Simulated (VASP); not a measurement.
Runs of VASP 6.6.1 on C. Symmetry: R-3m, No. 166, trigonal system. Conventional cell: a = 2.465 Å, b = 2.465 Å, c = 10.070 Å, α = 90.00°, β = 90.00°, γ = 120.00°. C (site symmetry 3m) has 3 C at 1.42 Å as nearest neighbours. This isn't the form of C at room conditions, which is graphite.

```csv
task,cell,k mesh,cutoff (eV),smearing,gap on the mesh (eV),pressure (GPa),relaxed volume (Å³/atom)
relaxation of cell and atoms,relaxed from: cell and atoms relaxed tightly for response,18 × 18 × 18,600,gaussian 0.01 eV,0.67,0.0,8.78
single point,"R-3m, 8.83 Å³/atom",15 × 15 × 15,520,gaussian 0.02 eV,0.65,0.5,-
single point,cell and atoms relaxed tightly for response,18 × 18 × 18,520,gaussian 0.01 eV,0.64,0.4,-
relaxation of cell and atoms,relaxed,15 × 15 × 15,600,gaussian 0.02 eV,(b),0.0,(a)
```

Alike in all rows: level PBE+D3(BJ); potentials or basis VASP PAW PBE potentials, release 64 (C); no spin polarisation.

**Question.** Fill in the values left out.

**Answer.** (a) 8.74; (b) 0.69.

Caveats: an odd mesh through Γ misses points on the zone boundary, where band edges often lie (some runs).
